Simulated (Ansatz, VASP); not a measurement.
One calculation of CdS, two programs

Contents of INCAR:

```
SYSTEM = CdS
PREC = Accurate
ENCUT = 520
EDIFF = 1E-7
ISMEAR = 0
SIGMA = 0.1
LREAL = .FALSE.
LASPH = .TRUE.
NELM = 60
ALGO = Normal
ISIF = 2
LWAVE = .FALSE.
LCHARG = .FALSE.
GGA = PS
NBANDS = 16
```

File KPOINTS:

```
Automatic mesh
0
G
  6 6 6
  0 0 0
```

Contents of POSCAR:

```
CdS
1.0
    0.0000000000      2.7532440000      2.7532440000
    2.7532440000      0.0000000000      2.7532440000
    2.7532440000      2.7532440000      0.0000000000
Cd S
1 1
Direct
    0.0000000000      0.0000000000      0.0000000000
    0.5000000000      0.5000000000      0.5000000000
```

Input for Ansatz:

```yaml
crystal:
  lattice:
    - [0.0, 2.753244, 2.753244]
    - [2.753244, 0.0, 2.753244]
    - [2.753244, 2.753244, 0.0]
  atoms:
    - { symbol: Cd, position: [0.0, 0.0, 0.0] }
    - { symbol: S, position: [0.5, 0.5, 0.5] }
basis:
  ecutwfc: 420
kpoints:
  mp_grid: { grid: [6, 6, 6] }
hamiltonian:
  xc: pbesol
scf:
  occupations: { method: gaussian, width: 0.1 }
output:
  forces: true
  stress: true
  eigenvalues: true
```

Measurements of this composition are mostly on another form, of space group No. 186.

Alike in both runs: task single point; functional PBEsol; k mesh 6 × 6 × 6; occupations gaussian, width 0.1 eV; no spin polarisation.

|  | VASP | Ansatz |
| --- | --- | --- |
| version | VASP 6.6.1 | Ansatz 0.2.0 |
| potentials or method | VASP PAW PBE potentials, release 64 (Cd, S) | scalar-relativistic, plane waves, PAW |
| plane-wave cutoff (eV) | 520 | 420 |
| valence electrons in the cell | 18 | 26 |

Ansatz gave:

- gap on the k mesh at the Fermi level (eV): 0.14
- least direct gap on the mesh (eV): 1.44
- pressure (GPa): -4.4

**Question.** Estimate VASP's values.

**Answer.** gap on the k mesh at the Fermi level (eV): 0.13; least direct gap on the mesh (eV): 1.42; pressure (GPa): -3.9.

The two sets of potentials don't hold the same shells in valence.

Caveats: the PAW data sets were made with another functional, which shifts forces and pressure a little (VASP). A k mesh can miss the band edges.
